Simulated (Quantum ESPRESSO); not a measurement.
# BN (P6_3mc) in Quantum ESPRESSO: a series of runs, part 2 of 2

Quantum ESPRESSO 7.5. Earlier steps stand in the parts before.

## Step 4: Single point, LDA, 5.73 Å³/atom

pw.in reads:

```
&CONTROL
  calculation = 'scf'
  prefix = 'pwscf'
  outdir = './tmp'
  pseudo_dir = './pseudo'
  tstress = .true.
  disk_io = 'nowf'
/
&SYSTEM
  ibrav = 0
  nat = 4
  ntyp = 2
  ecutwfc = 45
  ecutrho = 360
  nbnd = 14
  occupations = 'smearing'
  smearing = 'fd'
  degauss = 0.00367493
/
&ELECTRONS
  conv_thr = 8d-10
  electron_maxstep = 120
  mixing_beta = 0.5
/
ATOMIC_SPECIES
N     14.0070 n_lda_v1.2.uspp.F.UPF
B     10.8100 b_lda_v1.4.uspp.F.UPF
CELL_PARAMETERS angstrom
   2.5194226731    0.0000000000    0.0000000000
  -1.2597113366    2.1818840378    0.0000000000
   0.0000000000    0.0000000000    4.1697283350
ATOMIC_POSITIONS crystal
N      0.3333333333    0.6666666667    0.1252760000
N      0.6666666667    0.3333333333    0.6252760000
B      0.3333333333    0.6666666667    0.4997240000
B      0.6666666667    0.3333333333    0.9997240000
K_POINTS automatic
12 12 6 0 0 0
```

Run with:

```console
> OMP_NUM_THREADS=1 mpirun -n 2 pw.x -nk 2 -in pw.in > pw.out
```

Wall time 7.4 s (2 MPI ranks of Arm Neoverse V1, shared host); peak memory 0.18 GiB.

It converged, with:

| Property | Result |
| --- | --- |
| Free energy | -727.6551 eV |
| Pressure | 3.1 GPa |
| Band gap on the k mesh | 4.90 eV, indirect (least direct gap 8.31 eV) |

## Step 5: Single point, LDA, 5.85 Å³/atom

Edit pw.in of step 4 so:

```diff
@@ -28,5 +28,5 @@
 CELL_PARAMETERS angstrom
-   2.5194226731    0.0000000000    0.0000000000
-  -1.2597113366    2.1818840378    0.0000000000
-   0.0000000000    0.0000000000    4.1697283350
+   2.5367985510    0.0000000000    0.0000000000
+  -1.2683992755    2.1969319894    0.0000000000
+   0.0000000000    0.0000000000    4.1984859909
 ATOMIC_POSITIONS crystal
```

Run with:

```console
> OMP_NUM_THREADS=1 mpirun -n 2 pw.x -nk 2 -in pw.in > pw.out
```

Wall time 8.1 s (2 MPI ranks of Arm Neoverse V1, shared host); peak memory 0.18 GiB.

The run converged. Its results:

* Free energy: -727.6525 eV
* Pressure: -5.1 GPa
* Band gap on the k mesh: 4.93 eV, indirect (least direct gap 8.22 eV)

## Step 6: Single point, LDA, 5.97 Å³/atom

Edit pw.in of step 5 so:

```diff
@@ -28,5 +28,5 @@
 CELL_PARAMETERS angstrom
-   2.5367985510    0.0000000000    0.0000000000
-  -1.2683992755    2.1969319894    0.0000000000
-   0.0000000000    0.0000000000    4.1984859909
+   2.5539396017    0.0000000000    0.0000000000
+  -1.2769698009    2.2117765748    0.0000000000
+   0.0000000000    0.0000000000    4.2268550000
 ATOMIC_POSITIONS crystal
```

Potentials or basis: GBRV 1.5 LDA.

Run with:

```console
> OMP_NUM_THREADS=1 mpirun -n 2 pw.x -nk 2 -in pw.in > pw.out
```

Run time: 8.2 s. Hardware: 2 MPI ranks of Arm Neoverse V1, shared host; peak memory 0.18 GiB.

The run converged. Its results:

```yaml
Free_energy: -727.6266 eV
Pressure: -12.5 GPa
Band_gap_on_the_k_mesh: 4.96 eV, indirect (least direct gap 8.12 eV)
```

## Step 7: Single point, LDA, 6.09 Å³/atom

Edit pw.in of step 6 so:

```diff
@@ -28,5 +28,5 @@
 CELL_PARAMETERS angstrom
-   2.5539396017    0.0000000000    0.0000000000
-  -1.2769698009    2.2117765748    0.0000000000
-   0.0000000000    0.0000000000    4.2268550000
+   2.5708536019    0.0000000000    0.0000000000
+  -1.2854268010    2.2264245287    0.0000000000
+   0.0000000000    0.0000000000    4.2548482330
 ATOMIC_POSITIONS crystal
```

Run with:

```console
> OMP_NUM_THREADS=1 mpirun -n 2 pw.x -nk 2 -in pw.in > pw.out
```

It took 9 s on 2 MPI ranks of Arm Neoverse V1, shared host; peak memory 0.18 GiB.

The run converged. Its results:

```yaml
Free_energy: -727.5796 eV
Pressure: -19.2 GPa
Band_gap_on_the_k_mesh: 4.99 eV, indirect (least direct gap 8.02 eV)
```

## Step 8: Single point, LDA, 6.21 Å³/atom

Edit pw.in of step 7 so:

```diff
@@ -28,5 +28,5 @@
 CELL_PARAMETERS angstrom
-   2.5708536019    0.0000000000    0.0000000000
-  -1.2854268010    2.2264245287    0.0000000000
-   0.0000000000    0.0000000000    4.2548482330
+   2.5875479243    0.0000000000    0.0000000000
+  -1.2937739622    2.2408822359    0.0000000000
+   0.0000000000    0.0000000000    4.2824778918
 ATOMIC_POSITIONS crystal
```

Run with:

```console
> OMP_NUM_THREADS=1 mpirun -n 2 pw.x -nk 2 -in pw.in > pw.out
```

Run time: 9.1 s. Hardware: 2 MPI ranks of Arm Neoverse V1, shared host; peak memory 0.18 GiB.

Results (log left out):

```
Free energy            : -727.5133 eV
Pressure               : -25.4 GPa
Band gap on the k mesh : 5.02 eV, indirect (least direct gap 7.93 eV)
```

## Step 9: Single point, LDA, 6.33 Å³/atom

Edit pw.in of step 8 so:

```diff
@@ -28,5 +28,5 @@
 CELL_PARAMETERS angstrom
-   2.5875479243    0.0000000000    0.0000000000
-  -1.2937739622    2.2408822359    0.0000000000
-   0.0000000000    0.0000000000    4.2824778918
+   2.6040295656    0.0000000000    0.0000000000
+  -1.3020147828    2.2551557560    0.0000000000
+   0.0000000000    0.0000000000    4.3097555565
 ATOMIC_POSITIONS crystal
```

Potentials or basis: GBRV 1.5 LDA.

Run with:

```console
> OMP_NUM_THREADS=1 mpirun -n 2 pw.x -nk 2 -in pw.in > pw.out
```

Run time: 9 s. Hardware: 2 MPI ranks of Arm Neoverse V1, shared host; peak memory 0.18 GiB.

Results (log left out):

| Quantity | Value |
| --- | --- |
| Free energy | -727.4296 eV |
| Pressure | -31.0 GPa |
| Band gap on the k mesh | 5.04 eV, indirect (least direct gap 7.83 eV) |

Caveat: the cell as given lies far from equilibrium.

## Step 10: Equation of state, LDA

Potentials or basis: GBRV 1.5 LDA.

This step only gathers the single runs of the series.

Results:

| Property | Result |
| --- | --- |
| Equilibrium volume | 5.78 Å³/atom |
| Bulk modulus at fixed shape and positions | 400 GPa |
| Pressure derivative of the bulk modulus | 3.6 |

Energy against volume, from the lowest point:
```csv
volume (Å³/atom),energy (meV/atom)
5.611,5.75
5.730,0.00
5.850,0.66
5.969,7.13
6.088,18.88
6.208,35.44
6.327,56.38
```

Caveat: the cell was scaled at fixed shape and fractional positions, which overstates the stiffness of a crystal with free parameters, most of all of layers and chains.

## Step 11: The reference run

An earlier run on the cell as given: functional PBEsol; potentials or basis GBRV 1.5 PBEsol; cutoff 612 eV; density cutoff 4898 eV; k mesh 12 × 12 × 6; occupations fermi-dirac, width 0.05 eV; no spin polarisation.

* Pressure: -5.4 GPa
* Largest force: 0.012 eV/Å
* Band gap on the k mesh: 4.97 eV, indirect (least direct gap 8.16 eV)

## Step 12: The runs side by side

| task | level | potentials or basis | form of the LDA correlation | gap on the mesh (eV) | pressure (GPa) | largest force (eV/Å) |
| --- | --- | --- | --- | --- | --- | --- |
| band structure | PBEsol | GBRV 1.5 PBEsol | - | 4.97 | -5.4 | 0.01 |
| equation of state | LDA | GBRV 1.5 LDA | PZ81 | - | - | - |
| single point | PBEsol | GBRV 1.5 PBEsol | - | 4.97 | -5.4 | 0.01 |

Alike in all rows: no spin polarisation; cell as given; k mesh 12 × 12 × 6; cutoff (eV) 612; smearing fermi-dirac 0.05 eV.

Caveats: the cell was scaled at fixed shape and fractional positions, which overstates the stiffness of a crystal with free parameters, most of all of layers and chains (some runs).

Total energies depend on the potentials used, so only differences within one code and one set of settings carry meaning.
